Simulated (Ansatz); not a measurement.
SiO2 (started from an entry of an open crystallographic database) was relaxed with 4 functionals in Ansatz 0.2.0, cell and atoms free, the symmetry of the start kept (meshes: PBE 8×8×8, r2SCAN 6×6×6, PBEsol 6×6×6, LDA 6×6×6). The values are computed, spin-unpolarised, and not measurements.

The PBE result:
```cif
data_structure
_symmetry_space_group_name_H-M 'I-42d'
_symmetry_Int_Tables_number 122
_cell_length_a 5.0267
_cell_length_b 5.0267
_cell_length_c 7.3788
_cell_angle_alpha 90.000
_cell_angle_beta 90.000
_cell_angle_gamma 90.000
_cell_volume 186.45
loop_
_atom_site_label
_atom_site_type_symbol
_atom_site_symmetry_multiplicity
_atom_site_Wyckoff_symbol
_atom_site_fract_x
_atom_site_fract_y
_atom_site_fract_z
_atom_site_occupancy
Si1 Si 4 a 0.00000 0.00000 0.00000 1
O1 O 8 d 0.25000 0.59201 0.37500 1
```

It is tetragonal, I-42d (No. 122); conventional cell a = 5.027 Å, c = 7.379 Å, 15.54 Å³ an atom. Si is surrounded by 4 O at 1.63 Å; O is surrounded by 2 Si at 1.63 Å.

**Question.** How does the cell change with LDA?

**Answer.** a = 4.931 Å, c = 7.283 Å; the volume differs by -5.0 % from PBE's. Si has 4 O at 1.61 Å; O has 2 Si at 1.61 Å.

**Question.** How does the cell change with r2SCAN?

**Answer.** a = 4.944 Å, c = 7.316 Å; the volume differs by -4.1 % from PBE's. Si has 4 O at 1.61 Å; O has 2 Si at 1.61 Å.

**Question.** Held at the r2SCAN cell, what mean stress do LDA and PBE find, and does its sign point to their own minimum?

**Answer.** Yes. LDA -1.53 GPa, and its relaxed volume is -1.0 % from r2SCAN's; PBE +4.46 GPa, and its relaxed volume is +4.3 % from r2SCAN's. Compression counts positive, so a positive stress asks for a larger cell.
